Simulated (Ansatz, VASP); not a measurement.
# Cu: VASP beside Ansatz

```
CELL_PARAMETERS angstrom
0.00000 1.80750 1.80750
1.80750 0.00000 1.80750
1.80750 1.80750 0.00000
ATOMIC_POSITIONS crystal
Cu 0.00000 0.00000 0.00000
```

Alike in both runs: task single point; functional PBE; k mesh 19 × 19 × 19; occupations fermi-dirac, width 0.08 eV; no spin polarisation.

|  | VASP | Ansatz |
| --- | --- | --- |
| version | VASP 6.6.1 | Ansatz 0.2.0 |
| potentials or method | VASP PAW PBE potentials, release 64 (Cu), cutoff 520 eV | all-electron LAPW, scalar-relativistic |

```csv
,VASP,Ansatz,Ansatz less VASP
pressure (GPa),2.3,1.7,-0.56
```

Ansatz ran all-electron here, so the differences hold the error of VASP's frozen core and of both bases.
